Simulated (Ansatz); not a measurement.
# SiO2 (1T monolayer type, one sheet): from bands to localised orbitals, part 2 of 3

Aim: build maximally localised Wannier functions for SiO2 (1T monolayer type, one sheet) from several sets of trial orbitals, and check spreads and centres, and how well the models interpolate the bands. Plan: PBE, anion s p, 9×9×1; PBE, anion s p, 6×6×1; PBE, anion s p, 12×12×1; PBE, anion p, 9×9×1; PBE, cation s and anion p, disentangled, 9×9×1; r2SCAN, anion s p, 9×9×1; r2SCAN, anion p, 9×9×1; r2SCAN, cation s and anion p, disentangled, 9×9×1 (level, trial orbitals, Wannier mesh).

Ansatz 0.2.0; plane waves, PAW; one sheet in a cell with vacuum, so ε is a mean over the cell's height.

### 5 PBE, anion p, 9×9×1

The input, input.yaml:

```yaml
crystal:
  lattice:
    - [2.6720959543, 0.0, 0.0]
    - [-1.3360479772, 2.3141029778, 0.0]
    - [0.0, 0.0, 27.8288401864]
  atoms:
    - { symbol: Si, position: [0.0, 0.0, 0.3234055009] }
    - { symbol: O, position: [0.3333333333, 0.6666666667, 0.3558377648] }
    - { symbol: O, position: [0.6666666667, 0.3333333333, 0.290973237] }
  periodic: [true, true, false]
kpoints:
  mp_grid: { grid: [9, 9, 1] }
  band_path:
    path:
      - [0, 0, 0]
      - [0.5, 0, 0]
      - [0.3333333333333, 0.3333333333333, 0]
      - [0, 0, 0]
    npoints: 10
hamiltonian:
  xc: pbe
  pseudopotentials: { azcp: { folder: soft_1 } }
scf:
  occupations: { method: fixed }
  n_extra_bands: 6
output:
  forces: false
  stress: false
  eigenvalues: true
  wannier:
    kmesh: [9, 9, 1]
    projections: [{ species: O, l: p, shell: 2 }]
    minimise: true
    write_hr: true
    conv_tol: 1.0e-08
    max_iter: 3000
  write_density: true
  write_potential: true
  elf: true
  volumetric_format: npy
```

On the command line:

```sh
> ansatz run input.yaml --threads 4 --pin off --max-ram 5529MiB --backend cpu --events-out ev --progress --plain --runs-dir out
```

The program printed, shortened:

```text
Warning: RAYON_NUM_THREADS=4 ignored (pool sized by the plan → 4); use --threads N
scf.n_extra_bands = 6 over 8 filled bands (N_el = 16.0): the run solves 14 bands
[...]
Pseudopotentials: kind: paw
Pseudopotential: Si, paw, valence charge 4, recommended cutoff 420 eV (normal), <dir>
Pseudopotential: O, paw, valence charge 6, recommended cutoff 420 eV (normal), <dir>
Functional definition: PBE
[...]
Crystal: 3 atoms, lattice volume = 172.080 Å³
Basis set: ecut = 420 eV, 3399 PW (Γ)
Bands: 14, of which v1, the nominal top of the filled ones, is band 8 counted from 1 (7 counted from 0)
[...]
WARN: The output density's exchange-correlation potential varies sharply where the density is thin. Do not read a vacuum level from v_tot or v_xc, or from such a field of the output density. On a cell that repeats whose density bears no net charge and no dipole along the vacuum's axis use [...]
--- Band table (eV; the first three rows and the last of 12) ---
  k-point 0: bands = ["-30.2101", "-26.2946", "-13.4811", "-10.9596", "-10.9596", "-9.8281", "-9.8281", "-9.5601", "-1.9731 (-1.9731°)", "-0.4021 (-0.4041°)", "-0.0740 (-0.0907°?)", "-0.0568 (-0.0868°?)", "0.5262", "0.6318"]
[...]
  ° read free of the cell's end (the report's vacuum.weakly_bound_levels)
  °? not known for the slab's own: over its row's bound_up_to_ev there, or no deeper under its free states than its continued_xc_part_ev in size
Wannier search: line search 1 of at most 3000: gauge-dependent spread (as the search counts it) 0.0326015 Å², largest recent change 5.6e-3 Å² and fall left 2.8e-7 Å² against conv_tol 1.0e-8 Å², 0 stops escaped
```

It took 2.9 s on 4 threads of Arm Neoverse V1, shared host; peak memory 0.37 GiB.

wannier.win, as written (k points left out):

```
! ansatz wannier90 interface
! projections by site (counted from 0) and shell: 1 2P, 2 2P
! states of the run's bands (counted from 1): 3-8
! their least projectability: 0.6732
num_bands = 6
num_wann  = 6
num_iter  = 2000
conv_tol = 1e-8
conv_window = 5
guiding_centres = true
write_hr = true

begin unit_cell_cart
Ang
  2.6720959543153446  2.8867488645892618e-11  0.0
  -1.3360479771826723  2.3141029777722775  0.0
  0.0  0.0  27.8288401864
end unit_cell_cart

begin atoms_frac
Si  0.0  0.0  0.3234055009
O  0.3333333333333333  0.6666666666666666  0.3558377648
O  0.6666666666666666  0.3333333333333333  0.290973237
end atoms_frac

mp_grid = 9 9 1
```

wannier.win names the bands that the functions span: 3-8 (counted from 1; 8 are filled).

The head of wannier.spreads.toml:

```toml
omega_i_ang2 = 5.023073772539192
omega_d_ang2 = 0.0013286035012878257
omega_od_ang2 = 0.03126669905913734
omega_total_ang2 = 5.055669075099617
least_projectability = 0.6732400208307395
b_vectors_match_mmn = true
n_iter = 34
converged = true
rejected_fitted_steps = 1
```

The functions (centres in Å, on-site energies from the top of the filled bands):

| n | x | y | z | spread (Å²) | on-site (eV) | nearest atoms | distance (Å) |
| --- | --- | --- | --- | --- | --- | --- | --- |
| 1 | 0.001 | 1.543 | 9.929 | 0.776 | -2.088 | O2 | 0.03 |
| 2 | -0.033 | 1.593 | 9.786 | 0.876 | -3.885 | O2 | 0.13 |
| 3 | 0.032 | 1.492 | 9.786 | 0.876 | -3.886 | O2 | 0.13 |
| 4 | 1.335 | 0.770 | 8.071 | 0.776 | -2.088 | O3 | 0.03 |
| 5 | 1.359 | 0.716 | 8.214 | 0.876 | -3.886 | O3 | 0.13 |
| 6 | 1.315 | 0.828 | 8.214 | 0.876 | -3.885 | O3 | 0.13 |

The largest hoppings ⟨m, 0|H|n, R⟩, one of each Hermitian pair (signs follow the phases of the functions):

| m | n | R | distance (Å) | t (eV) |
| --- | --- | --- | --- | --- |
| 1 | 6 | 0 1 0 | 2.34 | -0.970 |
| 2 | 4 | 0 0 0 | 2.34 | -0.965 |
| 3 | 4 | 0 1 0 | 2.34 | -0.934 |
| 1 | 5 | 0 0 0 | 2.34 | -0.923 |
| 5 | 5 | 1 0 0 | 2.67 | 0.836 |
| 3 | 3 | 1 1 0 | 2.67 | 0.817 |
| 2 | 2 | 1 0 0 | 2.67 | 0.793 |
| 3 | 6 | 0 1 0 | 2.28 | 0.773 |

Interpolated bands at the corners of the path, eV from the top of the filled bands:

| point | e1 | e2 | e3 | e4 | e5 | e6 |
| --- | --- | --- | --- | --- | --- | --- |
| Γ | -4.54 | -2.02 | -2.02 | -0.89 | -0.89 | -0.62 |
| M | -8.09 | -6.21 | -3.81 | -1.64 | -1.32 | -0.84 |
| K | -7.80 | -5.65 | -5.65 | -3.99 | -0.62 | -0.62 |
| Γ | -4.54 | -2.02 | -2.02 | -0.89 | -0.89 | -0.62 |

Along the path each interpolated band stays within 0.00, 0.00, 0.00, 0.00, 0.00, 0.00 eV of the nearest computed level, from the lowest band up.

### 6 PBE, cation s and anion p, disentangled, 9×9×1

Changes to input.yaml since step 5:

```diff
@@ -24,3 +24,3 @@
   occupations: { method: fixed }
-  n_extra_bands: 6
+  n_extra_bands: 7
 output:
@@ -31,3 +31,3 @@
     kmesh: [9, 9, 1]
-    projections: [{ species: O, l: p, shell: 2 }]
+    projections: [{ species: Si, l: s, shell: 3 }, { species: O, l: p, shell: 2 }]
     minimise: true
@@ -36,5 +36,2 @@
     max_iter: 3000
-  write_density: true
-  write_potential: true
-  elf: true
-  volumetric_format: npy
+    disentanglement: { window: [-18.97, 10.03], frozen_window: [-15.97, -1.17] }
```

On the command line:

```sh
> ansatz run input.yaml --threads 4 --pin off --max-ram 5529MiB --backend cpu --events-out ev --progress --plain --runs-dir out
```

The program printed, shortened:

```text
Warning: RAYON_NUM_THREADS=4 ignored (pool sized by the plan → 4); use --threads N
scf.n_extra_bands = 7 over 8 filled bands (N_el = 16.0): the run solves 15 bands
[...]
Pseudopotentials: kind: paw
Pseudopotential: Si, paw, valence charge 4, recommended cutoff 420 eV (normal), <dir>
Pseudopotential: O, paw, valence charge 6, recommended cutoff 420 eV (normal), <dir>
Functional definition: PBE
[...]
Crystal: 3 atoms, lattice volume = 172.080 Å³
Basis set: ecut = 420 eV, 3399 PW (Γ)
Bands: 15, of which v1, the nominal top of the filled ones, is band 8 counted from 1 (7 counted from 0)
[...]
  ° read free of the cell's end (the report's vacuum.weakly_bound_levels)
  °? not known for the slab's own: over its row's bound_up_to_ev there, or no deeper under its free states than its continued_xc_part_ev in size
Wannier search: line search 1 of at most 3000: gauge-dependent spread (as the search counts it) 0.1162874 Å², largest recent change 1.5e-1 Å² and fall left 2.7e-5 Å² against conv_tol 1.0e-8 Å², 0 stops escaped
WARN: <dir> 12 periodic images of 12 elements of H(R) lie 4.88e-4 to 1.95e-3 Å beyond their element's nearest image, near the 9.77e-4 Å window within which an element is shared among its images; whether they share it moves the interpolated H(k) by 1.1e-3 eV (Frobenius norm, root mean [...]
```

It took 9.4 s on 4 threads of Arm Neoverse V1, shared host; peak memory 0.41 GiB.

The windows are typed on the program's own energy scale, on which the last band filled by count tops at -8.94 eV.

The head of wannier.spreads.toml:

```toml
omega_i_ang2 = 6.583828857530207
omega_d_ang2 = 0.002544622677398372
omega_od_ang2 = 0.11343987768270754
omega_total_ang2 = 6.699813357890314
least_projectability = 0.19817131209790426
b_vectors_match_mmn = true
n_iter = 28
converged = true
rejected_fitted_steps = 2
dis_converged = true
dis_n_iter = 394
dis_n_moved = 0
dis_level_miss = 0.001870137770156857
```

The functions (centres in Å, on-site energies from the top of the filled bands):

| n | x | y | z | spread (Å²) | on-site (eV) | nearest atoms | distance (Å) |
| --- | --- | --- | --- | --- | --- | --- | --- |
| 1 | 0.000 | 0.000 | 9.000 | 1.885 | 6.984 | Si1 | 0.00 |
| 2 | 0.004 | 1.544 | 9.949 | 0.785 | -1.972 | O2 | 0.05 |
| 3 | -0.018 | 1.566 | 9.807 | 0.811 | -3.230 | O2 | 0.10 |
| 4 | 0.014 | 1.518 | 9.807 | 0.811 | -3.231 | O2 | 0.10 |
| 5 | 1.340 | 0.770 | 8.051 | 0.785 | -1.972 | O3 | 0.05 |
| 6 | 1.318 | 0.748 | 8.193 | 0.811 | -3.230 | O3 | 0.10 |
| 7 | 1.351 | 0.796 | 8.193 | 0.811 | -3.231 | O3 | 0.10 |

The largest hoppings ⟨m, 0|H|n, R⟩, one of each Hermitian pair (signs follow the phases of the functions):

| m | n | R | distance (Å) | t (eV) |
| --- | --- | --- | --- | --- |
| 1 | 6 | 0 0 0 | 1.72 | 2.347 |
| 3 | 1 | 0 1 0 | 1.72 | 2.346 |
| 1 | 4 | 0 0 0 | 1.72 | 2.305 |
| 7 | 1 | 1 1 0 | 1.72 | -2.304 |
| 7 | 1 | 1 0 0 | 1.74 | 1.813 |
| 4 | 1 | 1 1 0 | 1.74 | -1.810 |
| 3 | 1 | 1 1 0 | 1.75 | -1.684 |
| 6 | 1 | 1 0 0 | 1.75 | -1.681 |

Interpolated bands at the corners of the path, eV from the top of the filled bands:

| point | e1 | e2 | e3 | e4 | e5 | e6 | e7 |
| --- | --- | --- | --- | --- | --- | --- | --- |
| Γ | -4.54 | -2.02 | -2.02 | -0.89 | -0.89 | -0.62 | 6.97 |
| M | -8.07 | -6.21 | -3.81 | -1.64 | -1.32 | -0.84 | 9.58 |
| K | -7.80 | -5.65 | -5.65 | -3.99 | -0.62 | -0.62 | 11.21 |
| Γ | -4.54 | -2.02 | -2.02 | -0.89 | -0.89 | -0.62 | 6.97 |

Along the path each interpolated band stays within 0.02, 0.00, 0.00, 0.00, 0.00, 0.00, 1.17 eV of the nearest computed level, from the lowest band up; bands outside the frozen window needn't match, and between the mesh's points a coarse mesh lets the others stray too.

Misses of an eV or more mean that the model does not follow those bands.

The least projectability is 0.20: some state is hardly reached by the trial orbitals.

### 7 r2SCAN, anion s p, 9×9×1

Changes to input.yaml since step 6:

```diff
@@ -20,3 +20,3 @@
 hamiltonian:
-  xc: pbe
+  xc: r2scan
   pseudopotentials: { azcp: { folder: soft_1 } }
@@ -24,3 +24,3 @@
   occupations: { method: fixed }
-  n_extra_bands: 7
+  n_extra_bands: 6
 output:
@@ -31,3 +31,3 @@
     kmesh: [9, 9, 1]
-    projections: [{ species: Si, l: s, shell: 3 }, { species: O, l: p, shell: 2 }]
+    projections: [{ species: O, l: s, shell: 2 }, { species: O, l: p, shell: 2 }]
     minimise: true
@@ -36,2 +36 @@
     max_iter: 3000
-    disentanglement: { window: [-18.97, 10.03], frozen_window: [-15.97, -1.17] }
```

On the command line:

```sh
> ansatz run input.yaml --threads 4 --pin off --max-ram 5529MiB --backend cpu --events-out ev --progress --plain --runs-dir out
```

The program printed, shortened:

```text
Warning: RAYON_NUM_THREADS=4 ignored (pool sized by the plan → 4); use --threads N
scf.n_extra_bands = 6 over 8 filled bands (N_el = 16.0): the run solves 14 bands
[...]
Pseudopotentials: kind: paw
Pseudopotential: Si, paw, valence charge 4, recommended cutoff 500 eV (meta_gga), <dir>
Pseudopotential: O, paw, valence charge 6, recommended cutoff 500 eV (meta_gga), <dir>
Functional definition: r2SCAN
[...]
Crystal: 3 atoms, lattice volume = 172.080 Å³
[...]
Fermi energy:    -9.423242 eV
[...]
--- Band table (eV; the first three rows and the last of 12) ---
  k-point 0: bands = ["-31.6497", "-27.7599", "-14.0702", "-11.4676", "-11.4676", "-10.2760", "-10.2760", "-9.9998", "-1.4709 (-1.4709°)", "0.0024 (-0.0327°)", "0.1952", "0.3643", "0.7924", "0.9093"]
[...]
  ° read free of the cell's end (the report's vacuum.weakly_bound_levels)
Wannier search: line search 1 of at most 3000: gauge-dependent spread (as the search counts it) 1.7692661 Å², largest recent change 1.5e-1 Å² and fall left 1.7e-3 Å² against conv_tol 1.0e-8 Å², 0 stops escaped
```

Wall time 7.8 s (4 threads of Arm Neoverse V1, shared host); peak memory 0.65 GiB.

wannier.win names the bands that the functions span: 1-8 (counted from 1; 8 are filled).

The head of wannier.spreads.toml:

```toml
omega_i_ang2 = 3.9070745366626625
omega_d_ang2 = 0.0007331309602029071
omega_od_ang2 = 0.7029181840522859
omega_total_ang2 = 4.610725851675151
least_projectability = 0.8371208509578004
b_vectors_match_mmn = true
n_iter = 30
converged = true
rejected_fitted_steps = 2
```

The functions (centres in Å, on-site energies from the top of the filled bands):

| n | x | y | z | spread (Å²) | on-site (eV) | nearest atoms | distance (Å) |
| --- | --- | --- | --- | --- | --- | --- | --- |
| 1 | 0.000 | 1.543 | 10.167 | 0.575 | -4.712 | O2 | 0.26 |
| 2 | 1.336 | 0.771 | 7.833 | 0.575 | -4.712 | O3 | 0.26 |
| 3 | 0.329 | 1.733 | 9.707 | 0.577 | -8.174 | O2 | 0.43 |
| 4 | -0.329 | 1.733 | 9.707 | 0.577 | -8.174 | O2 | 0.43 |
| 5 | 0.000 | 1.163 | 9.707 | 0.577 | -8.174 | O2 | 0.43 |
| 6 | 1.007 | 0.582 | 8.293 | 0.577 | -8.174 | O3 | 0.43 |
| 7 | 1.665 | 0.582 | 8.293 | 0.577 | -8.174 | O3 | 0.43 |
| 8 | 1.336 | 1.151 | 8.293 | 0.577 | -8.174 | O3 | 0.43 |

Along the path each interpolated band stays within 0.00, 0.00, 0.00, 0.00, 0.00, 0.00, 0.00, 0.00 eV of the nearest computed level, from the lowest band up.

(Part 2 of 3 ends here.)
